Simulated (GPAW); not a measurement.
# SnO (P4/nmm) in GPAW: a series of runs

Aim: see how the results for SnO move with the level of theory and the settings. Levels: r2SCAN, PBE. Tasks: band structure, equation of state.

Everything below comes from runs of GPAW 26.7.0. Logs are shortened: lines on timing, memory, paths and dates and some standing lists are left out, and cuts for length are marked. The log counts tension as positive stress, the text compression.

## Step 1: Starting point

It takes space group P4/nmm (No. 129, tetragonal). The conventional cell has a = 3.814 Å, b = 3.814 Å, c = 4.887 Å, α = 90.00°, β = 90.00°, γ = 90.00°. Sn (site symmetry 4mm) has 4 O at 2.23 Å as nearest neighbours. Around O (site symmetry -4m2) lie 4 Sn at 2.23 Å.

The cell is a database's computed one.

## Step 2: Band structure, r2SCAN

Contents of run.py:

```python
from ase import Atoms
from ase.dft.bandgap import bandgap
from ase.io import write
from ase.units import GPa
from gpaw import GPAW, PW

atoms = Atoms(['Sn', 'Sn', 'O', 'O'],
              cell=[[3.81369522, 0.0, 0.0],
                    [0.0, 3.81369522, 0.0],
                    [0.0, 0.0, 4.8869133]],
              scaled_positions=[[0.5, 0.0, 0.76462614],
                                [0.0, 0.5, 0.23537386],
                                [0.0, 0.0, 0.0],
                                [0.5, 0.5, 0.0]],
              pbc=True)

calc = GPAW(mode=PW(800),
            xc='MGGA_X_R2SCAN+MGGA_C_R2SCAN',
            kpts={'size': (6, 6, 5), 'gamma': True},
            occupations={'name': 'fermi-dirac', 'width': 0.05},
            nbands=33,
            convergence={'density': 1e-05, 'energy': 1e-05},
            maxiter=150,
            txt='gpaw.txt')
atoms.calc = calc
energy = atoms.get_potential_energy()
forces = atoms.get_forces()
stress = atoms.get_stress()
calc.write('gs.gpw')
write('result.traj', atoms)
print(f'Energy: {energy:.6f} eV')
print('Forces (eV/A):')
print(forces.round(4))
print('Stress (GPa):', (stress / GPa).round(3))
print('Fermi level:', round(calc.get_fermi_level(), 4), 'eV')
print(f'Gap: {bandgap(calc)[0]:.4f} eV, direct: {bandgap(calc, direct=True)[0]:.4f} eV')

path = atoms.cell.bandpath('GXMGZRAZ,XR,MA', npoints=80, eps=1e-4)
bs_calc = calc.fixed_density(kpts=path, symmetry='off', nbands=50,
                             convergence={'bands': 'CBM+6.0', 'eigenstates': 1e-6}, txt='bands.txt')
bs = bs_calc.band_structure()
bs.write('bs.json')
print(f'Gap on the path: {bandgap(bs_calc)[0]:.4f} eV')
```

Potentials or basis: GPAW PAW data sets (gpaw-data 1.2.1), pw.

The run is started by

```
$ OMP_NUM_THREADS=1 python run.py
```

gpaw.txt:

```text
__  _  _
 | _ |_)|_||  |
 |__||  | ||/\| - 26.7.0

Input parameters:
  mode=PW(ecut=800.0),
  convergence={'density': 1e-05, 'energy': 1e-05},
  kpts=MonkhorstPack(size=(6, 6, 5), gamma=True),
  maxiter=150,
  nbands=33,
  occupations=Occupations(name='fermi-dirac', width=0.05),
  xc=XC(name='MGGA_X_R2SCAN+MGGA_C_R2SCAN')

Diagonalizing LCAO Hamiltonian
Converting LCAO to pw mode
   .--------.
  /|        |
 * |        |
 | | Sn     |
 | |        |
 | |        |
 |Sn--------.
 |/    O   /
 O--------*

Atoms  # Å, Bohr magnetons
|   | symbol |        x |        y |        z |    initial magnetic moments |
|---|--------|----------|----------|----------|-----------------------------|
| 0 |     Sn | 1.906848 | 0.000000 | 3.736662 | ( 0.0000,  0.0000,  0.0000) |
| 1 |     Sn | 0.000000 | 1.906848 | 1.150252 | ( 0.0000,  0.0000,  0.0000) |
| 2 |      O | 0.000000 | 0.000000 | 0.000000 | ( 0.0000,  0.0000,  0.0000) |
| 3 |      O | 1.906848 | 1.906848 | 0.000000 | ( 0.0000,  0.0000,  0.0000) |

Unit cell  # Å
| periodic |        x |        y |        z |  lengths |    angles |
|----------|----------|----------|----------|----------|-----------|
|      yes | 3.813695 | 0.000000 | 0.000000 | 3.813695 | 90.000000 |
|      yes | 0.000000 | 3.813695 | 0.000000 | 3.813695 | 90.000000 |
|      yes | 0.000000 | 0.000000 | 4.886913 | 4.886913 | 90.000000 |

Number of symmetries: 8
Symmetry operations  # r_c * U_cc + t_c -> r_c
|   | kind |            matrix            |
|---|------|------------------------------|
| 0 |  E   |  1, 0, 0,  0, 1, 0,  0, 0, 1 |
| 1 |  σ   |  1, 0, 0,  0,-1, 0,  0, 0, 1 |
| 2 |  C2  |  0, 1, 0,  1, 0, 0,  0, 0,-1 |
| 3 |  S4  |  0, 1, 0, -1, 0, 0,  0, 0,-1 |
| 4 |  S4  |  0,-1, 0,  1, 0, 0,  0, 0,-1 |
| 5 |  C2  |  0,-1, 0, -1, 0, 0,  0, 0,-1 |
| 6 |  σ   | -1, 0, 0,  0, 1, 0,  0, 0, 1 |
| 7 |  C2  | -1, 0, 0,  0,-1, 0,  0, 0, 1 |

BZ-sampling:
  Number of BZ points: 180
  Number of IBZ points: 30

  Monkhorst-Pack size: [6, 6, 5]
  Monkhorst-Pack shift: [0.08333333333333333, 0.08333333333333333, 0.0]

K-points  # in reciprocal-cell coordinates
|     |                                coordinates |     weight |
|-----|--------------------------------------------|------------|
|   0 | (  0.00000000,   0.00000000,   0.00000000) | 0.00555556 |
|   1 | (  0.00000000,   0.00000000,   0.20000000) | 0.01111111 |
|   2 | (  0.00000000,   0.00000000,   0.40000000) | 0.01111111 |
|   3 | (  0.16666667,   0.00000000,   0.00000000) | 0.02222222 |
|   4 | (  0.16666667,   0.00000000,   0.20000000) | 0.04444444 |
|   5 | (  0.16666667,   0.00000000,   0.40000000) | 0.04444444 |
|   6 | (  0.16666667,   0.16666667,   0.00000000) | 0.02222222 |
|   7 | (  0.16666667,   0.16666667,   0.20000000) | 0.04444444 |
|   8 | (  0.16666667,   0.16666667,   0.40000000) | 0.04444444 |
|   9 | (  0.33333333,   0.00000000,   0.00000000) | 0.02222222 |
| ... |                                            |            |
|  29 | (  0.50000000,   0.50000000,   0.40000000) | 0.01111111 |

Plane wave coefficients: 3670
Cutoff: 800.0 eV

Spin-components: 1 (collinear spins)
Bands:           33
Projectors:      22
Spin-degeneracy: 2
Datatype:        complex128

Parallelization:
  kpt:    1
  domain: 1
  band:   1

Density:
  Valence electrons: 40.0
  Components: 1
  Grid points: [25 25 32]
  Charge: 0.0  # |e|

Potential:
  Grid points: [25 25 32]

species:
  Sn:
    name:    Tin
    Z:       50.0
    valence: 14
    core:    36
    charge:  0.0  # [|e|]
    compensation charges:
      type: gauss
      rc: 0.38  # [Å]
      lmax: 2
    cutoffs:
      filter: 2.23  # [Å]
      core: 2.35  # [Å]
    projectors
    | kind |    occ | energy [eV] | rcut [Å] |
    |------|--------|-------------|----------|
    |   5s |  2.000 |     -10.538 |    1.201 |
    |   5p |  2.000 |      -3.696 |    1.270 |
    |   4d | 10.000 |     -25.845 |    1.185 |
    |    s |        |      16.674 |    1.201 |
    |    p |        |      23.515 |    1.270 |
    |    d |        |       1.367 |    1.185 |

    Using partial waves for Sn as LCAO basis

  O:
    name:    Oxygen
    Z:       8.0
    valence: 6
    core:    2
    charge:  0.0  # [|e|]
    compensation charges:
      type: gauss
      rc: 0.21  # [Å]
      lmax: 2
    cutoffs:
      filter: 1.17  # [Å]
      core: 0.83  # [Å]
    projectors
    | kind |    occ | energy [eV] | rcut [Å] |
    |------|--------|-------------|----------|
    |   2s |  2.000 |     -23.961 |    0.688 |
    |   2p |  4.000 |      -9.029 |    0.598 |
    |    s |        |       3.251 |    0.688 |
    |    p |        |      18.182 |    0.598 |
    |    d |        |       0.000 |    0.619 |

    Using partial waves for O as LCAO basis

Reference energy: -340103.091216  # eV

eigensolver:
  PPCG
  Converge bands: occupied
  niter=2

density mixing:
  MSR1-Mixer
  Pratt-step length: 0.05
  Maximum mixing coefficient: 0.75
  Old densities: 10
  SVD Regularization: 0.005
  Good broyden scale: 1.0
  Trust region scale: 1.0
  Backstep threshold: 4.0
  History deletion threshold: 6.0
  Fourier metric: weight=20.0, sigma=0.015

occupation numbers:
  Fermi-Dirac:
    width: 0.0500  # eV

poisson solver:
  ecut: 6400.0  # eV

xc functional:
  name: MGGA_X_R2SCAN+MGGA_C_R2SCAN with 2 nearest neighbor stencil

convergence criteria:
- Maximum integral of absolute [dens]ity change: 1e-05 electrons / valence electron
- Maximum [total energy] change in last 3 cyles: 1e-05 eV / valence electron
- Maximum integral of absolute [eigenst]ate change: 4e-08 eV^2 / valence electron
maximum number of iterations: 150

SCF iterations
|iter     | |      energy | eigst |  dens |
|---------|-|-------------|-------|-------|
|iter:   1| |  -67.382101 | +0.14 |       |
|iter:   2| |  -57.185741 | -1.11 | -1.01 |
|iter:   3| |  -55.273917 | -0.64 | -1.05 |
|iter:   4| |  -55.327360 | -2.24 | -1.55 |
|iter:   5| |  -55.352848 | -2.97 | -1.78 |
|iter:   6| |  -55.352270 | -3.94 | -2.72 |
|iter:   7| |  -55.352417 | -5.11 | -3.20 |
|iter:   8| |  -55.352408c| -5.64 | -3.53 |
|iter:   9| |  -55.352409c| -7.12 | -4.24 |
|iter:  10| |  -55.352409c| -8.18c| -4.76 |
|iter:  11| |  -55.352409c| -8.47c| -5.43c|

Converged in 11 steps
Energy contributions relative to reference atoms: (reference = -340103.091216)

Energy contributions:
  Kinetic:          42.218134
  Coulomb:         -39.321211
  Zero:             -0.102881
  External:          0.000000
  Xc:              -58.146244
  Entropy:          -0.000414
  Spinorbit:         0.000000
  ----------------------------
  Free energy:     -55.352616
  Extrapolated:    -55.352409

dipole moment: (-23.459237, -23.459237, -27.471899)  # |e|*Ang

Fermi level: 6.763
Eigenvalues  # (at kpt = [0.000, 0.000, 0.000])
| band index |      eig [eV] | occ [0-2] |
|------------|---------------|-----------|
|          0 |       -16.318 |     2.000 |
|        ... |               |           |
|         12 |        -1.325 |     2.000 |
|         13 |        -0.255 |     2.000 |
|         14 |        -0.041 |     2.000 |
|         15 |        -0.041 |     2.000 |
|         16 |         2.777 |     2.000 |
|         17 |         3.071 |     2.000 |
|         18 |         3.071 |     2.000 |
|         19 |         6.634 |     1.859 |
|         20 |         8.994 |     0.000 |
|         21 |        11.136 |     0.000 |
|         22 |        11.558 |     0.000 |
|         23 |        11.558 |     0.000 |
|         24 |        12.651 |     0.000 |
|         25 |        12.651 |     0.000 |
|         26 |        13.723 |     0.000 |
|         27 |        14.409 |     0.000 |
|        ... |               |           |
|         32 |        23.083 |     0.000 |

Gap: 0.282 eV
Transition (v -> c):
  (s=0, k=0, n=19, [0.00, 0.00, 0.00]) -> (s=0, k=27, n=20, [0.50, 0.50, 0.00])
Direct/indirect transitions are different
Direct gap: 2.358 eV
Transition at: (s=0, k=27, n=19, [0.50, 0.50, 0.00])

Forces  # eV/Ang
|       x |       y |        z |
|---------|---------|----------|
| 0.00000 | 0.00000 |  0.09921 |  # Sn   0
| 0.00000 | 0.00000 | -0.09921 |  # Sn   1
| 0.00000 | 0.00000 |  0.00000 |  # O    2
| 0.00000 | 0.00000 |  0.00000 |  # O    3

Stress tensor  # eV/Ang^3
|        x |        y |        z |
|----------|----------|----------|
| 0.004968 | 0.000000 | 0.000000 |
| 0.000000 | 0.004968 | 0.000000 |
| 0.000000 | 0.000000 | 0.002134 |

# Writing to gs.gpw (mode='')
```

It took 5.9 min on 1 thread of Arm Neoverse V2, shared host; peak memory 0.69 GiB.

Results:

```
Free energy             : -55.3526 eV
Pressure                : -0.6 GPa
Largest force           : 0.099 eV/Å
Band gap on the k mesh  : 0.28 eV, indirect (least direct gap 2.36 eV)
Band gap along the path : 0.28 eV, indirect (least direct gap 2.33 eV)
```

Forces on the atoms (eV/Å):
```
Sn   0.000  0.000  0.099
Sn   0.000  0.000 -0.099
O    0.000  0.000  0.000
O    0.000  0.000  0.000
```

Levels at the corners of the path, in eV from the valence-band top:
```
point  band 16  band 17  band 18  band 19  band 20  band 21  band 22  band 23  band 24  band 25
    Γ    -6.68    -3.86    -3.56    -3.56     0.00     2.36     4.50     4.92     4.92     6.02
    X    -5.38    -5.24    -5.24    -2.90    -2.90     3.42     3.42     6.20     6.20     6.27
    M    -5.52    -2.89    -2.89    -2.08    -2.08     0.28     0.28     4.77     4.77     7.56
    Γ    -6.68    -3.86    -3.56    -3.56     0.00     2.36     4.50     4.92     4.92     6.02
    Z    -3.91    -3.58    -3.58    -3.14    -2.50     1.97     3.20     3.20     3.83     8.31
    R    -5.81    -5.21    -5.21    -1.97    -1.97     2.75     2.75     5.72     5.72     6.99
    A    -5.92    -2.89    -2.89    -2.82    -2.82     2.52     2.52     4.29     4.29     5.93
    Z    -3.91    -3.58    -3.58    -3.14    -2.50     1.97     3.20     3.20     3.83     8.31
    X    -5.38    -5.24    -5.24    -2.90    -2.90     3.42     3.42     6.20     6.20     6.27
    R    -5.81    -5.21    -5.21    -1.97    -1.97     2.75     2.75     5.72     5.72     6.99
    M    -5.52    -2.89    -2.89    -2.08    -2.08     0.28     0.28     4.77     4.77     7.56
    A    -5.92    -2.89    -2.89    -2.82    -2.82     2.52     2.52     4.29     4.29     5.93
```

Caveat: the PAW data sets were made with another functional, which shifts forces and pressure a little; spin-orbit coupling is left out, which moves the levels of the heavy elements. r2SCAN opens gaps a little over a GGA but as a rule still falls short of measured ones.

## Step 3: Equation of state, PBE

Contents of run.py:

```python
from ase import Atoms
from ase.eos import EquationOfState
from ase.io import Trajectory
from ase.units import GPa
from gpaw import GPAW, PW

atoms = Atoms(['Sn', 'Sn', 'O', 'O'],
              cell=[[3.81369522, 0.0, 0.0],
                    [0.0, 3.81369522, 0.0],
                    [0.0, 0.0, 4.8869133]],
              scaled_positions=[[0.5, 0.0, 0.76462614],
                                [0.0, 0.5, 0.23537386],
                                [0.0, 0.0, 0.0],
                                [0.5, 0.5, 0.0]],
              pbc=True)

traj = Trajectory('eos.traj', 'w')
volumes, energies = [], []
for x in [0.94, 0.96, 0.98, 1.0, 1.02, 1.04, 1.06]:
    a = atoms.copy()
    a.set_cell(atoms.cell * x**(1 / 3), scale_atoms=True)
    calc = GPAW(mode=PW(800),
                xc='PBE',
                kpts={'size': (6, 6, 5), 'gamma': True},
                occupations={'name': 'fermi-dirac', 'width': 0.05},
                nbands=33,
                convergence={'density': 1e-05, 'energy': 1e-05},
                maxiter=150,
                txt=f'eos-{x:.2f}.txt')
    a.calc = calc
    energies.append(a.get_potential_energy(force_consistent=True))
    volumes.append(a.get_volume())
    p = -a.get_stress()[:3].mean() / GPa
    calc.write(f'eos-{x:.2f}.gpw')
    traj.write(a)
    print(f'{x:.2f} {volumes[-1]:10.4f} A^3 {energies[-1]:14.6f} eV {p:9.3f} GPa', flush=True)

v0, e0, B = EquationOfState(volumes, energies, eos='birchmurnaghan').fit()
print(f'V0 = {v0:.4f} A^3, E0 = {e0:.6f} eV, B0 = {B / GPa:.2f} GPa')
```

Potentials or basis: GPAW PAW data sets (gpaw-data 1.2.1), pw.

The run is started by

```
$ OMP_NUM_THREADS=1 python run.py
```

The program printed:

```text
__  _  _
 | _ |_)|_||  |
 |__||  | ||/\| - 26.7.0

Input parameters:
  mode=PW(ecut=800.0),
  convergence={'density': 1e-05, 'energy': 1e-05},
  kpts=MonkhorstPack(size=(6, 6, 5), gamma=True),
  maxiter=150,
  nbands=33,
  occupations=Occupations(name='fermi-dirac', width=0.05),
  xc=XC(name='PBE')

Diagonalizing LCAO Hamiltonian
Converting LCAO to pw mode
   .--------.
  /|        |
 * |        |
 | | Sn     |
 | |        |
 | |        |
 |Sn--------.
 |/   O    /
 O--------*

Atoms  # Å, Bohr magnetons
|   | symbol |        x |        y |        z |    initial magnetic moments |
|---|--------|----------|----------|----------|-----------------------------|
| 0 |     Sn | 1.867921 | 0.000000 | 3.660382 | ( 0.0000,  0.0000,  0.0000) |
| 1 |     Sn | 0.000000 | 1.867921 | 1.126771 | ( 0.0000,  0.0000,  0.0000) |
| 2 |      O | 0.000000 | 0.000000 | 0.000000 | ( 0.0000,  0.0000,  0.0000) |
| 3 |      O | 1.867921 | 1.867921 | 0.000000 | ( 0.0000,  0.0000,  0.0000) |

Unit cell  # Å
| periodic |        x |        y |        z |  lengths |    angles |
|----------|----------|----------|----------|----------|-----------|
|      yes | 3.735843 | 0.000000 | 0.000000 | 3.735843 | 90.000000 |
|      yes | 0.000000 | 3.735843 | 0.000000 | 3.735843 | 90.000000 |
|      yes | 0.000000 | 0.000000 | 4.787152 | 4.787152 | 90.000000 |

Number of symmetries: 8
Symmetry operations  # r_c * U_cc + t_c -> r_c
|   | kind |            matrix            |
|---|------|------------------------------|
[... 123 lines left out ...]

occupation numbers:
  Fermi-Dirac:
    width: 0.0500  # eV

poisson solver:
  ecut: 6400.0  # eV

xc functional:
  name: PBE with 2 nearest neighbor stencil

convergence criteria:
- Maximum integral of absolute [dens]ity change: 1e-05 electrons / valence electron
- Maximum [total energy] change in last 3 cyles: 1e-05 eV / valence electron
- Maximum integral of absolute [eigenst]ate change: 4e-08 eV^2 / valence electron
maximum number of iterations: 150

SCF iterations
|iter     | |      energy | eigst |  dens |
|---------|-|-------------|-------|-------|
|iter:   1| |  -26.666006 | +0.10 |       |
|iter:   2| |  -25.674174 | -1.55 | -1.02 |
|iter:   3| |  -23.465017 | -0.95 | -1.07 |
|iter:   4| |  -23.444789 | -2.86 | -1.57 |
|iter:   5| |  -23.446511 | -3.06 | -1.82 |
|iter:   6| |  -23.447195 | -4.27 | -2.56 |
|iter:   7| |  -23.447265 | -5.53 | -3.26 |
|iter:   8| |  -23.447265c| -5.93 | -3.73 |
|iter:   9| |  -23.447265c| -6.77 | -3.99 |
|iter:  10| |  -23.447265c| -8.34c| -4.81 |
|iter:  11| |  -23.447265c| -8.39c| -5.23c|

Converged in 11 steps
Energy contributions relative to reference atoms: (reference = -340103.091216)

Energy contributions:
  Kinetic:          47.773098
  Coulomb:         -43.987141
  Zero:              0.173682
  External:          0.000000
  Xc:              -27.405701
  Entropy:          -0.002405
  Spinorbit:         0.000000
  ----------------------------
  Free energy:     -23.448468
  Extrapolated:    -23.447265

dipole moment: (-23.037407, -23.037407, -26.878748)  # |e|*Ang

Fermi level: 7.591
Eigenvalues  # (at kpt = [0.000, 0.000, 0.000])
| band index |      eig [eV] | occ [0-2] |
|------------|---------------|-----------|
|          0 |       -14.809 |     2.000 |
|        ... |               |           |
|         11 |       -10.326 |     2.000 |
|         12 |        -0.602 |     2.000 |
|         13 |         0.656 |     2.000 |
|         14 |         0.656 |     2.000 |
|         15 |         0.671 |     2.000 |
|         16 |         3.632 |     2.000 |
[... 8 lines left out ...]
|         25 |        13.314 |     0.000 |
|         26 |        14.369 |     0.000 |
|        ... |               |           |
|         32 |        23.603 |     0.000 |

No gap
No difference between direct/indirect transitions

Stress tensor  # eV/Ang^3
|         x |         y |         z |
|-----------|-----------|-----------|
| -0.064414 |  0.000000 |  0.000000 |
|  0.000000 | -0.064414 |  0.000000 |
|  0.000000 |  0.000000 | -0.051266 |

# Writing to eos-0.94.gpw (mode='')
```

stdout:

```text
0.94    66.8120 A^3     -23.448468 eV     9.618 GPa
0.96    68.2335 A^3     -23.523264 eV     7.113 GPa
0.98    69.6551 A^3     -23.576928 eV     4.859 GPa
1.00    71.0766 A^3     -23.611588 eV     2.823 GPa
1.02    72.4981 A^3     -23.628918 eV     0.981 GPa
1.04    73.9197 A^3     -23.630847 eV    -0.680 GPa
1.06    75.3412 A^3     -23.618741 eV    -2.178 GPa
V0 = 73.3870 A^3, E0 = -23.631854 eV, B0 = 84.60 GPa
```

Run time: 6.8 min. Hardware: 1 thread of Arm Neoverse V2, shared host; peak memory 0.42 GiB.

What came out:

```yaml
Equilibrium_volume: 18.35 Å³/atom
Bulk_modulus_at_fixed_shape_and_positions: 85 GPa
Pressure_derivative_of_the_bulk_modulus: 4.3
```

Energy against volume, from the lowest point:
| volume (Å³/atom) | energy (meV/atom) |
| --- | --- |
| 16.703 | 45.59 |
| 17.058 | 26.90 |
| 17.414 | 13.48 |
| 17.769 | 4.81 |
| 18.125 | 0.48 |
| 18.480 | 0.00 |
| 18.835 | 3.03 |

Caveat: the cell was scaled at fixed shape and fractional positions, which overstates the stiffness of a crystal with free parameters, most of all of layers and chains.
